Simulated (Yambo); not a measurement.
Ag, 1 atom in the cell. The structure is cubic, space group Fm-3m (No. 225). The conventional cell has a = 4.085 Å, b = 4.085 Å, c = 4.085 Å, α = 90.00°, β = 90.00°, γ = 90.00°. Ag (site symmetry m-3m) is surrounded by 12 Ag at 2.89 Å. 

```yaml
Program: Yambo 5.3.0
Task: optical spectrum
Functional: PBE
Potentials_or_basis: PseudoDojo 0.4.1 SR PBE standard
Cutoff: 1116 eV
Density_cutoff: 4463 eV
k_mesh: 12 × 12 × 12
Occupations: fermi-dirac, width 0.05 eV
Spin: no spin polarisation
k_mesh_of_the_self-consistent_run: 12 × 12 × 12
Direction_of_the_field_or_of_q_to_0: x
Broadening: 0.1 eV
Kernel: Hartree (RPA with local fields)
Top_of_the_energy_range: 20 eV
Energy_points: 200
Correction_of_the_levels: none
Bands_in_the_response: 35
Cutoff_of_the_response_matrix: 3 Ry
```

Potentials or basis: PseudoDojo 0.4.1 SR PBE standard.

Run with:

```bash
$ OMP_NUM_THREADS=1 pw.x -in scf.in > scf.out
$ OMP_NUM_THREADS=1 pw.x -in nscf.in > nscf.out
$ cd tmp/pwscf.save; p2y; mv SAVE ../..; cd ../..
$ OMP_NUM_THREADS=1 yambo
$ OMP_NUM_THREADS=1 yambo -F optics1.in -J optics1 -C optics1_out
```

Hardware: 1 thread of Arm Neoverse V2 (shared host).

Problem. Estimate the wall time of this run.

Solution. Wall time 36 s on 1 thread of Arm Neoverse V2, on a shared host.
